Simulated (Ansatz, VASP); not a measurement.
**One calculation of Rb, two programs**

```
Rb
1.0
    -2.86212    2.80600    2.80600
     2.86212   -2.80600    2.80600
     2.86212    2.80600   -2.80600
Rb
1
Direct
  0.00000 0.00000 0.00000
```

Change from the starting cell: strain +0.0200 x Voigt [1, 0, 0, 0, 0, 0], atoms carried along.

Alike in both runs: task single point; functional PBEsol; k mesh 12 × 12 × 12; occupations gaussian, width 0.15 eV; no spin polarisation.

|  | VASP | Ansatz |
| --- | --- | --- |
| version | VASP 6.6.1 | Ansatz 0.2.0 |
| potentials or method | VASP PAW PBE potentials, release 64 (Rb_sv) | scalar-relativistic, plane waves, PAW |
| plane-wave cutoff (eV) | 520 | 420 |
| valence electrons in the cell | 9 | 9 |

|  | VASP | Ansatz | Ansatz less VASP |
| --- | --- | --- | --- |
| gap on the k mesh at the Fermi level (eV) | none | none | - |
| pressure (GPa) | -0.1 | -0.1 | 0.00 |

A gap of «none» marks a metal or a gap that the smearing closes.

Caveats: the PAW data sets were made with another functional, which shifts forces and pressure a little (VASP).
